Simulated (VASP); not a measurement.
Wanted: the native input for a VASP 6.6.1 run.

| Quantity | Value |
| --- | --- |
| Task | single point |
| Functional | PBE |
| Dispersion | D3(BJ) |
| Potentials or basis | VASP PAW PBE potentials, release 64 (Se, Ti_sv) |
| Cutoff | 520 eV |
| k mesh | 12 × 12 × 1 |
| Occupations | gaussian, width 0.1 eV |
| Spin | no spin polarisation |
| Dipole correction | yes |
| Further INCAR settings | ALGO = Fast; EDIFF = 1e-06; NBANDS = 33 |

The structure of TiSe2 lies in POSCAR:

```
TiSe2
1.0
    3.4807141333      0.0000000000      0.0000000000
   -1.7403570667      3.0143868628      0.0000000000
    0.0000000000      0.0000000000     43.9640387901
Se Ti
4 2
Direct
    0.6666666667      0.3333333333      0.3978481090
    0.3333333333      0.6666666667      0.4685618563
    0.6666666667      0.3333333333      0.5314381437
    0.3333333333      0.6666666667      0.6021518910
    0.0000000000      0.0000000000      0.4332049827
    0.0000000000      0.0000000000      0.5667950173
```

The input as run:

INCAR

```
  PREC = Accurate
  ENCUT = 520
  EDIFF = 1E-6
  ISMEAR = 0
  SIGMA = 0.1
  LREAL = False
  LASPH = True
  NELM = 100
  ALGO = Fast
  ISIF = 2
  LWAVE = False
  LCHARG = False
  LDIPOL = True
  IDIPOL = 3
  DIPOL = 0.5 0.5 0.500
  GGA = PE
  IVDW = 12
  NBANDS = 33
```

KPOINTS

```
regular mesh
0
Gamma
  12 12 1
```

Potentials or basis: VASP PAW PBE potentials, release 64 (Se, Ti_sv).

Run with:

```bash
$ cat potpaw_PBE.64/Se/POTCAR potpaw_PBE.64/Ti_sv/POTCAR > POTCAR
$ mpirun -np 1 vasp_std > vasp.out
```

It gave:

The largest force is 0.160 eV/Å and the band gap on the k mesh is none (metal or under the smearing width). The dispersion energy per atom is -0.376 eV.

Run time: 9.2 min on 1 thread of Intel(R) Xeon(R) 6975P-C (Granite Rapids) (shared host), peak memory 0.71 GiB.
